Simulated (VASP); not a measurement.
# CdSe (Cadmoselite) (P6_3mc) in VASP: a series of runs

Aim: see how the results for CdSe (Cadmoselite) move with the level of theory and the settings. Levels: PBEsol, HSE06. Tasks: relaxation of cell and atoms.

Program: VASP 6.6.1. These are calculated values, not measurements. Logs are shortened: lines on timing, memory, paths and dates and some standing lists are left out, and cuts for length are marked.

### Step 1. The crystal as given

Symmetry: P6_3mc, No. 186, hexagonal system. The conventional cell has a = 4.300 Å, b = 4.300 Å, c = 7.020 Å, α = 90.00°, β = 90.00°, γ = 120.00°. Around Cd (site symmetry 3m) lie 4 Se at 2.61 to 2.70 Å. Se (site symmetry 3m) has 4 Cd at 2.61 to 2.70 Å as nearest neighbours.

### Step 2. Relaxation of cell and atoms, PBEsol

File INCAR:

```
ALGO = Normal
EDIFF = 1E-6
EDIFFG = -0.01
ENCUT = 600
GGA = PS
IBRION = 2
ISIF = 3
ISMEAR = 0
KPAR = 4
LASPH = T
LCHARG = F
LREAL = F
LWAVE = F
NELM = 80
NSW = 90
PREC = Accurate
SIGMA = 0.03
```

File KPOINTS:

```
k-points
0
Gamma
  9 9 4
```

File POSCAR:

```
CdSe
1.0
    4.3000000000      0.0000000000      0.0000000000
   -2.1500000000      3.7239092363      0.0000000000
    0.0000000000      0.0000000000      7.0200000000
Cd Se
2 2
Direct
    0.3333333333      0.6666666667      0.0000000000
    0.6666666667      0.3333333333      0.5000000000
    0.3333333333      0.6666666667      0.3850000000
    0.6666666667      0.3333333333      0.8850000000
```

Potentials or basis: VASP PAW PBE potentials, release 64 (Cd, Se).

On the command line:

```console
> cat potpaw_PBE.64/Cd/POTCAR potpaw_PBE.64/Se/POTCAR > POTCAR
> mpirun -np 4 vasp_std > vasp.out
```

OUTCAR:

```text
EDIFF = 1E-6
   EDIFFG = -0.01
   ENCUT = 600
   GGA = PS
   IBRION = 2
   ISIF = 3
   ISMEAR = 0
   LASPH = T
   LREAL = F
   NELM = 80
   NSW = 90
   PREC = Accurate

 ion  position               nearest neighbor table
   1  0.333  0.667  0.000-   4 2.61   4 2.61   4 2.61   3 2.70
   2  0.667  0.333  0.500-   3 2.61   3 2.61   3 2.61   4 2.70
   3  0.333  0.667  0.385-   2 2.61   2 2.61   2 2.61   1 2.70
   4  0.667  0.333  0.885-   1 2.61   1 2.61   1 2.61   2 2.70

  LATTYP: Found a hexagonal cell.
 ALAT       =     4.3000000000
 C/A-ratio  =     1.6325581395

  Lattice vectors:

 A1 = (   4.3000000000,   0.0000000000,   0.0000000000)
 A2 = (  -2.1500000000,   3.7239092363,   0.0000000000)
 A3 = (   0.0000000000,   0.0000000000,   7.0200000000)

Analysis of symmetry for initial positions (statically):
=====================================================================
 Subroutine PRICEL returns:
 Original cell was already a primitive cell.

 Routine SETGRP: Setting up the symmetry group for a
 hexagonal supercell.

 Subroutine GETGRP returns: Found 12 space group operations
 (whereof  6 operations were pure point group operations)
 out of a pool of 24 trial point group operations.

The static configuration has the point symmetry C_3v.
 The point group associated with its full space group is C_6v.

Analysis of symmetry for dynamics (positions and initial velocities):
=====================================================================
 Subroutine PRICEL returns:
 Original cell was already a primitive cell.

 Routine SETGRP: Setting up the symmetry group for a
 hexagonal supercell.

 Subroutine GETGRP returns: Found 12 space group operations
 (whereof  6 operations were pure point group operations)
 out of a pool of 24 trial point group operations.

The dynamic configuration has the point symmetry C_3v.
 The point group associated with its full space group is C_6v.

 Subroutine INISYM returns: Found 12 space group operations
 (whereof  6 operations are pure point group operations),
 and found     1 'primitive' translations

----------------------------------------------------------------------------------------

                                     Primitive cell

  volume of cell :     112.4099

  direct lattice vectors                    reciprocal lattice vectors
     4.300000000  0.000000000  0.000000000     0.232558140  0.134267504  0.000000000
    -2.150000000  3.723909236  0.000000000     0.000000000  0.268535009  0.000000000
     0.000000000  0.000000000  7.020000000     0.000000000  0.000000000  0.142450142

  length of vectors
     4.300000000  4.300000000  7.020000000     0.268535009  0.268535009  0.142450142

  position of ions in fractional coordinates (direct lattice)
     0.333333333  0.666666667  0.000000000
     0.666666667  0.333333333  0.500000000
     0.333333333  0.666666667  0.385000000
     0.666666667  0.333333333  0.885000000

  ion indices of the primitive-cell ions
   primitive index   ion index
                 1           1
                 2           2
                 3           3
                 4           4

----------------------------------------------------------------------------------------

 KPOINTS: k-points

Automatic generation of k-mesh.
 Grid dimensions read from file:
 generate k-points for:    9    9    4

 Generating k-lattice:

  Cartesian coordinates                     Fractional coordinates (reciprocal lattice)
     0.025839793  0.014918612  0.000000000     0.111111111  0.000000000  0.000000000
     0.000000000  0.029837223  0.000000000     0.000000000  0.111111111  0.000000000
     0.000000000  0.000000000  0.035612536     0.000000000  0.000000000  0.250000000

  Length of vectors
     0.029837223  0.029837223  0.035612536

  Shift w.r.t. Gamma in fractional coordinates (k-lattice)
     0.000000000  0.000000000  0.000000000

 Subroutine IBZKPT returns following result:
 ===========================================

 Found     36 irreducible k-points:

 Following reciprocal coordinates:
            Coordinates               Weight
  0.000000  0.000000  0.000000      1.000000
  0.111111 -0.000000  0.000000      6.000000
  0.222222  0.000000  0.000000      6.000000
  0.333333 -0.000000  0.000000      6.000000
  0.444444  0.000000  0.000000      6.000000
  0.111111  0.111111  0.000000      6.000000
[... 16 lines left out ...]
  0.333333  0.222222  0.250000     24.000000
  0.333333  0.333333  0.250000      4.000000
 [... further k-points ...]
   k-points           NKPTS =     36   k-points in BZ     NKDIM =     36   number of bands    NBANDS=     22
   number of dos      NEDOS =    301   number of ions     NIONS =      4
   total plane-waves  NPLWV =  72576
   dimension x,y,z NGX =    36 NGY =   36 NGZ =   56
   dimension x,y,z NGXF=    72 NGYF=   72 NGZF=  112
   ions per type =               2   2
   NGX,Y,Z   is equivalent  to a cutoff of  13.92, 13.92, 13.26 a.u.
   NGXF,Y,Z  is equivalent  to a cutoff of  27.84, 27.84, 26.52 a.u.
 SYSTEM =  unknown system
   PREC   = accura    normal or accurate (medium, high low for compatibility)
   ISTART =      0    job   : 0-new  1-cont  2-samecut
   ICHARG =      2    charge: 1-file 2-atom 10-const
   ISPIN  =      1    spin polarized calculation?
   LNONCOLLINEAR =      F non collinear calculations
   LSORBIT =      F    spin-orbit coupling
   LASPH  =      T    aspherical Exc in radial PAW
   ENCUT  =  600.0 eV  44.10 Ry    6.64 a.u.   8.59  8.59 14.02*2*pi/ulx,y,z
   NELM   =     80;   NELMIN=  2; NELMDL= -5     # of ELM steps
   EDIFF  = 0.1E-05   stopping-criterion for ELM
   LREAL  =      F    real-space projection
   EDIFFG = -.1E-01   stopping-criterion for IOM
   NSW    =     90    number of steps for IOM
   IBRION =      2    ionic relax: 0-MD 1-quasi-New 2-CG
   NFREE  =      1    steps in history (QN), initial steepest desc. (CG)
   ISIF   =      3    stress and relaxation
   ISYM   =      2    0-nonsym 1-usesym 2-fastsym
   POTIM  = 0.5000    time-step for ionic-motion
   TEBEG  =    0.0;   TEEND  =   0.0 temperature during run
   PSTRESS=    0.0 pullay stress
   NELECT =      36.0000    total number of electrons
   NUPDOWN=      -1.0000    fix difference up-down
   EMIN   =  10.00;   EMAX   =-10.00  energy-range for DOS
   EFERMI =   0.00;   METHOD = LEGACY
   ISMEAR =     0;   SIGMA  =   0.03  broadening in eV -4-tet -1-fermi 0-gaus
   EFERMI_NEDOS =   21; number of points for ismear=-14 and -15
   IALGO  =     38    algorithm
   IMIX   =      4    mixing-type and parameters
     AMIX     =   0.40;   BMIX     =  1.00
     AMIX_MAG =   1.60;   BMIX_MAG =  1.00
  volume/ion in A,a.u.               =      28.10       189.64
  Fermi-wavevector in a.u.,A,eV,Ry     =   1.120059  2.116604 17.068937  1.254531
  Thomas-Fermi vector in A             =   2.256702
   LORBIT       =      0    0 simple, 1 ext, 2 COOP (PROOUT), +10 PAW based schemes
   GGA     = PS    functional components
   LHFCALC =     F    Hartree Fock is set to
   AEXX    =    0.0000 exact exchange contribution
   IVDW    =     0    specifies the selected vdW correction
   LEPSILON=     F    determine dielectric tensor
   LRPA    =     F    only Hartree local field effects (RPA)
 conjugate gradient relaxation of ions
 non-spin polarized calculation
 Gauss-broadening in eV      SIGMA  =   0.03
  energy-cutoff  :      600.00
  volume of cell :      112.41
 maximum number of plane-waves:      3791
 NGX is ok and might be reduce to    36
   NGX = 17   NGY = 17   NGZ = 29

--------------------------------------- Ionic step        1  -------------------------------------------

 number of electron      35.9999991 magnetization

 Free energy of the ion-electron system (eV)
  ---------------------------------------------------
  ext. energy  EPLUGINS =         0.00000000
  ---------------------------------------------------
  free energy    TOTEN  =       -12.33226954 eV

  energy without entropy =      -12.33226954  energy(sigma->0) =      -12.33226954

------------------------ aborting loop because EDIFF is reached ----------------------------------------

  FORCE on cell =-STRESS in cart. coord.  units (eV):
  Direction    XX          YY          ZZ          XY          YZ          ZX
  --------------------------------------------------------------------------------------
  -------------------------------------------------------------------------------------
  Total        0.7590133      0.7590133     -0.5705891      0.0000000      0.0000000      0.0000000
  in kB       10.8182072     10.8182072     -8.1326000      0.0000000      0.0000000      0.0000000
  external PRESSURE =       4.5012715 kB  Pullay stress =       0.0000000 kB
[... 95 lines left out ...]
  FREE ENERGIE OF THE ION-ELECTRON SYSTEM (eV)
  ---------------------------------------------------
  free  energy   TOTEN  =       -12.3481584762 eV

  energy  without entropy=      -12.3481584762  energy(sigma->0) =      -12.34815848

[... ionic steps 4 to 7 ...]

--------------------------------------- Ionic step        8  -------------------------------------------

 number of electron      35.9999999 magnetization

------------------------ aborting loop because EDIFF is reached ----------------------------------------

  FORCE on cell =-STRESS in cart. coord.  units (eV):
  Direction    XX          YY          ZZ          XY          YZ          ZX
  --------------------------------------------------------------------------------------
  -------------------------------------------------------------------------------------
  Total        0.0667304      0.0667304      0.0283696      0.0000000      0.0000000      0.0000000
  in kB        0.9461777      0.9461777      0.4022553      0.0000000      0.0000000      0.0000000
  external PRESSURE =       0.7648702 kB  Pullay stress =       0.0000000 kB
[... 61 lines left out ...]
  energy  without entropy=      -12.3520047840  energy(sigma->0) =      -12.35200478

--------------------------------------- Ionic step       10  -------------------------------------------

 number of electron      35.9999999 magnetization

 Free energy of the ion-electron system (eV)
  ---------------------------------------------------
  ext. energy  EPLUGINS =         0.00000000
  ---------------------------------------------------
  free energy    TOTEN  =       -12.35203685 eV

  energy without entropy =      -12.35203685  energy(sigma->0) =      -12.35203685

 E-fermi :   0.9112     XC(G=0):  -9.0651

 val. band max:        0.7716929426   @ k =   0.0000   0.0000   0.0000
 cond. band min:       1.2999508249   @ k =   0.0000   0.0000   0.0000
 fundamental gap:      0.5282578823
 Fermi energy:         0.9111941558

 k-point     1 :       0.0000    0.0000    0.0000
  band No.  band energies     occupation
      1     -11.8278      2.00000
      2     -11.4478      2.00000
      3      -7.1169      2.00000
      4      -7.1102      2.00000
      5      -7.1102      2.00000
      6      -7.0427      2.00000
[... 574 lines left out ...]
      6      -6.8943      2.00000
[... 14 lines left out ...]
     21       5.3505      0.00000
     22       7.1062      0.00000

 [... further k-points ...]

------------------------ aborting loop because EDIFF is reached ----------------------------------------

  FORCE on cell =-STRESS in cart. coord.  units (eV):
  Direction    XX          YY          ZZ          XY          YZ          ZX
  --------------------------------------------------------------------------------------
  -------------------------------------------------------------------------------------
  Total        0.0102938      0.0102938      0.0083826      0.0000000      0.0000000      0.0000000
  in kB        0.1457429      0.1457429      0.1186835      0.0000000      0.0000000      0.0000000
  external PRESSURE =       0.1367231 kB  Pullay stress =       0.0000000 kB
[... 19 lines left out ...]
  FREE ENERGIE OF THE ION-ELECTRON SYSTEM (eV)
  ---------------------------------------------------
  free  energy   TOTEN  =       -12.3520368488 eV

  energy  without entropy=      -12.3520368488  energy(sigma->0) =      -12.35203685

 reached required accuracy - stopping structural energy minimisation
```

Run time: 2.9 min. Hardware: 4 MPI ranks of Intel Xeon Platinum 8488C (Sapphire Rapids), shared host; peak memory 0.32 GiB.

Results:

```
Free energy                            : -12.3520 eV
Relaxed volume                         : 28.29 Å³/atom
Relaxed cell                           : a = 4.310 Å, b = 4.310 Å, c = 7.035 Å, α = 90.00°, β = 90.00°, γ = 120.00°
Space group after relaxing (to 0.05 Å) : P6_3mc (No. 186)
Energy gained by relaxing              : 4.9 meV/atom
Ionic steps                            : 10
Pressure after relaxing                : 0.0 GPa
Band gap on the k mesh                 : 0.53 eV, direct
```

The path:
```tsv
step	energy change (eV)	largest force (eV/Å)	pressure (GPa)	volume (Å³)
1	0.0000	0.2741	0.45	112.41
2	-0.0159	0.0637	-0.25	113.69
3	-0.0159	0.0681	-0.24	113.67
4	-0.0172	0.0376	0.04	113.06
5	-0.0174	0.0227	0.18	112.78
6	-0.0185	0.0178	0.16	112.85
7	-0.0197	0.0040	0.08	113.00
8	-0.0197	0.0047	0.08	113.00
9	-0.0197	0.0031	-0.06	113.31
10	-0.0198	0.0005	0.01	113.16
```

Final structure:
```
CELL_PARAMETERS angstrom
4.30969 0.00000 0.00000
-2.15484 3.73230 0.00000
0.00000 0.00000 7.03519
ATOMIC_POSITIONS crystal
Cd 0.33333 0.66667 0.00467
Cd 0.66667 0.33333 0.50467
Se 0.33333 0.66667 0.38033
Se 0.66667 0.33333 0.88033
```

Caveat: the PAW data sets were made with another functional, which shifts forces and pressure a little.

[end of part 1 of 2]
